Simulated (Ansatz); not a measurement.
## FeCo3: how the plane-wave cutoff moves the results

Method: DFT PBEsol, scalar-relativistic, plane waves, PAW (Ansatz 0.2.0).

```
Fe Co
1.0
     2.46602    0.02171   -0.00734
     0.02171    2.46019    0.00518
    -0.02103    0.01483    6.97696
Fe Co
1 3
Direct
  0.01599 0.02125 0.01899
  0.47806 0.44991 0.74672
  0.00189 0.02054 0.49850
  0.55262 0.52519 0.25889
```

| Property | Result |
| --- | --- |
| Γ-centred k-mesh | 12×12×4 |
| occupation rule | Gaussian smearing, 0.1 eV |
| list of starting moments (μB, in atom order) | 2.57 1.86 1.87 1.69 |
| check for lower electronic states after the SCF | on |
| valence charge of the PAW sets | Fe 16, Co 17 |

The atoms are held and the plane-wave cutoff is swept. Energies are extrapolated to zero smearing and count from the reference run, 600 eV. The cell was strained and its atoms displaced at random, so that forces don't vanish. Pressure is positive in compression and holds a correction for the finite cutoff (Pulay stress).

Times are rough; the reference took 2.8 min on 1 thread of Intel(R) Xeon(R) 6975P-C (Granite Rapids), with other jobs on the host, peak memory 1.4 GiB.

**Question.** One run gave ΔE = 49.5 meV/atom and P = 2.51 GPa. Which plane-wave cutoff did it use, of 200, 250, 300, 350, 420?

**Answer.** 350 eV. All runs:

| cutoff (eV) | ΔE (meV/atom) | P (GPa) | largest change of a force component (eV/Å) | cell moment (μB) | plane waves at Γ | wall time (s) |
| --- | --- | --- | --- | --- | --- | --- |
| 200 | 20361 | -64.63 | 2.200 | 7.44 | 261 | 61 |
| 250 | 4027 | 16.70 | 0.553 | 7.31 | 381 | 66 |
| 300 | 551 | 7.75 | 0.184 | 7.06 | 509 | 78 |
| 350 | 49.5 | 2.51 | 0.019 | 7.09 | 633 | 90 |
| 420 | 2.91 | 2.52 | 0.001 | 7.09 | 801 | 110 |
| 600 | 0.00 | 2.51 | 0.000 | 7.10 | 1377 | 170 |

Moments started parallel; other magnetic orders weren't tried and can lie lower.